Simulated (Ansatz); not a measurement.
**PbS: a Pb atom hops into a vacancy**

Aim: the barrier for Pb14 to jump 4.21 Å into the empty Pb site beside it, in a 2×2×2 supercell of PbS with one Pb atom removed. The band relaxes its own ends first.

Program: Ansatz 0.2.0. Level of theory: DFT LDA, plane waves, PAW, scalar-relativistic, no spin polarisation. These are calculated values, not measurements.

**1. Starting point**

The cell holds 15 atoms (Pb7S8): a = 8.418 Å, b = 8.418 Å, c = 8.418 Å, α = 60.00°, β = 60.00°, γ = 60.00°.

The empty site lies at (5.99, 8.90, 8.94) Å, and Pb14 starts at (5.91, 5.95, 5.95) Å. All atoms were shaken by about 0.02 Å to break the symmetry.

Structure file:

```xyz
15
Lattice="0.0000 5.9524 5.9524 5.9524 0.0000 5.9524 5.9524 5.9524 0.0000" Properties=species:S:1:pos:R:3 pbc="T T T"
Pb   -0.0106   -0.0133   -0.0248
S     2.9963    2.9846    2.9691
Pb    2.9688    3.0013   -0.0060
S     5.9359    5.9235    2.9765
Pb    2.9759    0.0092    2.9660
S     5.9516    3.0053    5.9462
S     8.9793    5.9681    5.9611
Pb    0.0492    2.9899    2.9509
S     2.9738    5.9707    5.9877
Pb    2.9735    5.9438    2.9534
S     5.9463    8.9462    5.9726
Pb    2.9969    2.9595    5.9679
S     5.9222    5.9834    8.9323
Pb    5.9121    5.9469    5.9473
S     8.9383    8.9160    8.9082
```

**2. The band**

crystal.atoms is the first end and neb.final_atoms the second, which differs in Pb14 alone.

input.yaml

```yaml
crystal:
  lattice:
    - [0.0, 5.95240364, 5.95240364]
    - [5.95240364, 0.0, 5.95240364]
    - [5.95240364, 5.95240364, 0.0]
  atoms:
    - { symbol: Pb, position: [-0.0023092, -0.00185475, 6.708e-05] }
    - { symbol: S, position: [0.24841805, 0.25038181, 0.25299587] }
    - { symbol: Pb, position: [0.00222092, -0.00323674, 0.50199566] }
    - { symbol: S, position: [0.24899035, 0.25106797, 0.74615662] }
    - { symbol: Pb, position: [-6.089e-05, 0.49834761, 0.00160102] }
    - { symbol: S, position: [0.25198152, 0.74697268, 0.25290049] }
    - { symbol: S, position: [0.24778763, 0.75367169, 0.75484185] }
    - { symbol: Pb, position: [0.49488902, 0.00085339, 0.00740986] }
    - { symbol: S, position: [0.75469838, 0.25122654, 0.24837311] }
    - { symbol: Pb, position: [0.49759391, -0.00142627, 0.50096641] }
    - { symbol: S, position: [0.75369021, 0.24969975, 0.74927375] }
    - { symbol: Pb, position: [0.49816912, 0.50443894, -0.00096931] }
    - { symbol: S, position: [0.75545009, 0.74517016, 0.24976316] }
    - { symbol: Pb, position: [0.5025001, 0.49664459, 0.49657936] }
    - { symbol: S, position: [0.74640698, 0.75016325, 0.75147259] }
kpoints:
  mp_grid: { grid: [2, 2, 2] }
magnetization:
  spin_polarized: false
scf:
  occupations: { method: fermi_dirac, width: 0.1 }
hamiltonian:
  pseudopotentials: { kind: paw }
  xc: lda
basis:
  ecutwfc: 420
neb:
  images: 3
  relax_end_points: true
  climbing: true
  f_tol: 0.1
  max_iterations: 40
  order_check: false
  final_atoms:
    - { symbol: Pb, position: [-0.0023092, -0.00185475, 6.708e-05] }
    - { symbol: S, position: [0.24841805, 0.25038181, 0.25299587] }
    - { symbol: Pb, position: [0.00222092, -0.00323674, 0.50199566] }
    - { symbol: S, position: [0.24899035, 0.25106797, 0.74615662] }
    - { symbol: Pb, position: [-6.089e-05, 0.49834761, 0.00160102] }
    - { symbol: S, position: [0.25198152, 0.74697268, 0.25290049] }
    - { symbol: S, position: [0.24778763, 0.75367169, 0.75484185] }
    - { symbol: Pb, position: [0.49488902, 0.00085339, 0.00740986] }
    - { symbol: S, position: [0.75469838, 0.25122654, 0.24837311] }
    - { symbol: Pb, position: [0.49759391, -0.00142627, 0.50096641] }
    - { symbol: S, position: [0.75369021, 0.24969975, 0.74927375] }
    - { symbol: Pb, position: [0.49816912, 0.50443894, -0.00096931] }
    - { symbol: S, position: [0.75545009, 0.74517016, 0.24976316] }
    - { symbol: Pb, position: [0.99566933, 0.50553023, 0.50032922] }
    - { symbol: S, position: [0.74640698, 0.75016325, 0.75147259] }
```

Command:

```bash
ansatz run input.yaml --threads 4 --pin off --max-ram 8192MiB --backend cpu --events-out ev --progress --plain --runs-dir out
```

Log, shortened:

```text
Warning: neb: disabling space-group detection — the band's intermediate images generally break the endpoint symmetry, so no spatial operation reduces the k-mesh or symmetrises the density, except that a semilocal band can use its path's symmetry ahead of convergence; time reversal is [...]
Warning: RAYON_NUM_THREADS=4 ignored (pool sized by the plan → 4); use --threads N
[...]
Pseudopotentials: kind: paw
Pseudopotential: Pb, paw, valence charge 14, recommended cutoff 420 eV (normal), Pb.paw.azcp
Pseudopotential: S, paw, valence charge 6, recommended cutoff 420 eV (normal), S.paw.azcp
Functional definition: SPW92
[...]
parallel-image band execution: 3 concurrent image workers
NEB image 0
Crystal: 15 atoms, lattice volume = 421.801 Å³
Basis set: ecut = 420 eV, 8291 PW (Γ)
Bands: 88, of which v1, the nominal top of the filled ones, is band 73 counted from 1 (72 counted from 0)
Symmetry: 1 space group operations
k-points: 8
[...]
SCF iter   1: F=—  HF=-88178.373600 eV  |F-HF|=—  |Δ(HF+E_count)|=         —  Δρ=6.67e-3  dr2=3.44e-1  ethr=1.77e-3  ⟨swp⟩=7.6  Hψ=2963  notcnv=0  defer=3
[...]
NSCF: frozen V_eff on 8 k-points
NEB image 4
[...]
NSCF: frozen V_eff on 8 k-points
NEB end point (image 0): max|allowed force component| = 4.687e-1 eV/Å (the criterion of neb.relax_end_points is 2.000e-2)
NEB end point (image 4): max|allowed force component| = 4.194e-1 eV/Å (the criterion of neb.relax_end_points is 2.000e-2)
NEB image 0, for its relaxation
[...]
NEB image 0, for its relaxation
[...]
NEB image 0, for its relaxation
[...]
SCF iter   7: F=—  HF=-88178.527148 eV  |F-HF|=—  |Δ(HF+E_count)|=   2.51e-7  Δρ=6.45e-6  dr2=2.24e-7  ethr=9.45e-10  ⟨swp⟩=2.1  Hψ=1185  notcnv=0  defer=18
```

**3. More of the same log**

The log, continued, shortened:

```text
SCF iter   8: F=-88178.527148 eV  HF=-88178.527148 eV  |F-HF|=6.15e-8  |Δ(HF+E_count)|=   3.83e-8  Δρ=3.44e-6  dr2=7.37e-8  ethr=6.85e-11  ⟨swp⟩=4.6  Hψ=2474  notcnv=0
[...]
NEB image 0, for its relaxation
[...]
NEB image 0, for its relaxation
[...]
NEB image 0, for its relaxation
[...]
NEB image 0
[...]
NSCF: frozen V_eff on 8 k-points
NEB end point (image 0): relaxed in 41 SCF iterations, 0.265251 eV lower, largest move of an atom 0.208 Å; not tested for a saddle point
NEB image 4, for its relaxation
[...]
NEB image 4, for its relaxation
[...]
NEB image 4, for its relaxation
[...]
NEB image 4, for its relaxation
[...]
NEB image 4, for its relaxation
[...]
NEB image 4, for its relaxation
[...]
SCF iter   5: F=—  HF=-88178.545295 eV  |F-HF|=—  |Δ(HF+E_count)|=   2.95e-4  Δρ=2.20e-5  dr2=5.95e-6  ethr=2.00e-8  ⟨swp⟩=2.0  Hψ=1266  notcnv=0  defer=17
```

**4. More of the same log**

The log, continued, shortened:

```text
SCF iter   6: F=—  HF=-88178.545294 eV  |F-HF|=—  |Δ(HF+E_count)|=   1.13e-6  Δρ=8.85e-6  dr2=8.88e-7  ethr=4.08e-9  ⟨swp⟩=3.0  Hψ=1342  notcnv=0  defer=17
[...]
NEB image 4
[...]
NSCF: frozen V_eff on 8 k-points
NEB end point (image 4): relaxed in 41 SCF iterations, 0.216235 eV lower, largest move of an atom 0.198 Å; not tested for a saddle point
NEB image 1
[...]
NEB image 2
[...]
NEB image 3
[...]
SCF iter  10: F=-88176.909718 eV  HF=-88176.909718 eV  |F-HF|=2.46e-8  |Δ(HF+E_count)|=   2.56e-8  Δρ=2.25e-6  dr2=3.10e-8  ethr=6.85e-11  ⟨swp⟩=5.0  Hψ=2376  notcnv=0
[...]
NEB iter   1: max|band force component| = 2.277e0 eV/Å  barrier→ = 3.3333 eV  barrier← = 3.3348 eV  Δτ_max = 0.1962 Å  (50 SCF iters)
[...]
NEB iter   6: max|band force component| = 3.501e-1 eV/Å  barrier→ = 0.9669 eV  barrier← = 0.9684 eV  CI = image 2  Δτ_max = 0.1808 Å  (22 SCF iters)
[...]
    - { symbol: Pb, position: [0.0056548427599185935, 0.5035399317062195, -0.028381419645874068] }
    - { symbol: S, position: [0.24681600993950187, 0.7457284921206189, 0.2560276848786602] }
    - { symbol: S, position: [0.3202889369372933, 0.723560854472925, 0.7241622299797045] }
    - { symbol: Pb, position: [0.4568501739423474, 0.007715188120670818, 0.009798021150313668] }
    - { symbol: S, position: [0.788759475216156, 0.24071973212315628, 0.24019358690578363] }
    - { symbol: Pb, position: [0.4703851374385952, 0.04903196059916537, 0.4932318311323781] }
    - { symbol: S, position: [0.7577671599864604, 0.17659052042772116, 0.8057473973218231] }
    - { symbol: Pb, position: [0.473707575620855, 0.5012543160272085, 0.04614038545759619] }
    - { symbol: S, position: [0.757709947294505, 0.8056802341188114, 0.178226442704009] }
    - { symbol: Pb, position: [0.7149564765756223, 0.5475645619858939, 0.5496960937681985] }
    - { symbol: S, position: [0.7406779786827348, 0.7184775652472631, 0.7379841831404712] }
```

It took 3.7 min on 4 threads of Intel Xeon 6975P-C (Granite Rapids), shared host; peak memory 1.9 GiB.

**5. Images and barrier**

Images 0 and 4 are the ends. Energies count from image 0; the path length is the program's own measure over all atoms.

| image | path (Å) | energy (eV) | Pb14 x y z (Å) | band force (eV/Å) |
| --- | --- | --- | --- | --- |
| 0 | 0.000 | 0.0000 | 5.98 5.91 5.90 | - |
| 1 | 1.327 | 0.6596 | 6.16 6.69 6.69 | 0.041 |
| 2* | 2.655 | 0.9042 | 6.53 7.53 7.52 | 0.082 |
| 3 | 3.825 | 0.6194 | 6.17 8.23 8.23 | 0.060 |
| 4 | 4.994 | -0.0016 | 5.98 8.88 8.88 | - |

The star marks the climbing image.

image, energy (eV) and a bar:
```
        0      0.000 
        1      0.660 ######################
        2      0.904 ##############################
        3      0.619 #####################
        4     -0.002
```

How the highest energy settled:

```csv
iteration,highest image above image 0 (eV),largest band force (eV/Å)
1,3.3333,2.277
3,1.4197,0.622
5,0.9775,0.267
7,1.0146,0.370
9,0.9982,0.293
11,0.9187,0.234
13,0.9282,0.591
15,0.9107,0.128
17,0.9070,0.112
19,0.9054,0.582
21,0.9202,0.211
23,0.9042,0.082
```

Positions of all images (Å):

```xyz
15
Lattice="0.000 5.952 5.952 5.952 0.000 5.952 5.952 5.952 0.000" Properties=species:S:1:pos:R:3 pbc="T T T" image=0 dE=0.0000
Pb    0.025   -0.056   -0.056
S     2.812    3.038    2.931
Pb    3.024    2.957    0.046
S     5.903    6.125    3.014
Pb    3.037   -0.056    2.976
S     5.910    3.037    6.111
S     8.911    5.979    5.947
Pb   -0.008    2.991    2.973
S     2.959    5.978    5.947
Pb    3.027    5.906    2.977
S     5.908    8.986    5.786
Pb    3.032    2.958    6.004
S     5.906    5.801    8.967
Pb    5.976    5.906    5.902
S     9.088    8.986    8.884
15
Lattice="0.000 5.952 5.952 5.952 0.000 5.952 5.952 5.952 0.000" Properties=species:S:1:pos:R:3 pbc="T T T" image=1 dE=0.6596
Pb    0.077    0.143    0.132
S     2.858    2.940    2.791
Pb    2.933    3.029   -0.042
S     5.919    6.002    2.971
Pb    2.911   -0.181    3.024
S     5.924    2.991    6.006
S     8.826    6.094    6.091
Pb    0.006    2.869    2.857
S     2.955    6.060    6.060
Pb    3.175    5.783    3.061
S     5.831    9.191    5.722
Pb    3.194    3.067    5.898
S     5.841    5.719    9.179
Pb    6.162    6.695    6.690
S     8.916    8.874    8.715
15
Lattice="0.000 5.952 5.952 5.952 0.000 5.952 5.952 5.952 0.000" Properties=species:S:1:pos:R:3 pbc="T T T" image=2 dE=0.9042
Pb    0.063    0.188    0.183
S     2.902    2.869    2.783
Pb    2.865    3.027   -0.060
S     5.951    5.915    2.988
Pb    2.828   -0.135    3.031
S     5.963    2.993    5.908
S     8.617    6.217    6.213
Pb    0.104    2.778    2.765
S     2.863    6.125    6.128
Pb    3.228    5.736    3.092
S     5.847    9.307    5.562
Pb    3.258    3.094    5.803
S     5.857    5.571    9.306
Pb    6.531    7.528    7.515
S     8.669    8.802    8.685
15
Lattice="0.000 5.952 5.952 5.952 0.000 5.952 5.952 5.952 0.000" Properties=species:S:1:pos:R:3 pbc="T T T" image=3 dE=0.6194
Pb   -0.012    0.116    0.110
S     2.976    2.929    2.866
Pb    2.932    3.029   -0.054
S     5.922    5.937    2.908
Pb    2.913   -0.098    3.037
S     5.929    2.914    5.928
S     8.902    6.144    6.140
Pb    0.099    2.842    2.831
S     2.829    6.106    6.105
Pb    3.176    5.808    3.032
S     5.840    9.176    5.703
Pb    3.194    3.029    5.846
S     5.846    5.711    9.172
Pb    6.175    8.234    8.227
S     8.847    8.875    8.800
15
Lattice="0.000 5.952 5.952 5.952 0.000 5.952 5.952 5.952 0.000" Properties=species:S:1:pos:R:3 pbc="T T T" image=4 dE=-0.0016
Pb   -0.001    0.012    0.007
S     2.960    3.002    2.996
Pb    3.036    2.930   -0.026
S     5.908    6.007    2.814
Pb    3.036   -0.019    2.923
S     5.908    2.820    6.001
S     9.096    6.008    6.001
Pb    0.031    2.920    2.913
S     2.815    6.011    6.004
Pb    3.046    5.934    2.913
S     5.904    9.100    6.004
Pb    3.045    2.920    5.926
S     5.904    6.011    9.095
Pb    5.984    8.884    8.876
S     8.912    8.955    8.949
```

**6. Results**

| quantity | value |
| --- | --- |
| relaxation of the ends | 0.265 eV lower, moves up to 0.21 Å; 0.216 eV lower, moves up to 0.20 Å |
| barrier forwards | 0.90 eV |
| barrier backwards | 0.91 eV |
| second end relative to first | -0.002 eV |
| highest image | 2 of 0 to 4, climbing |
| band iterations | 23 |

What this shows: The top lies 0.90 eV above the first end, or 35 kT at room temperature; with a typical attempt rate of 10^13 per second that is roughly 10^-2 events a second. The ends differ by 2 meV at most, as they were set up to be equivalent. The input switches the test of curvatures off, so the top was not shown to be a first-order saddle. The top still moved by 26 meV in the last iteration, which bounds the digits to trust. In 15 atoms the vacancy feels its images, and neither cell size nor mesh was tested. The vacancy is neutral; in an ionic crystal a charged one is often the stable form, and its barrier can differ. The k-mesh is coarse.
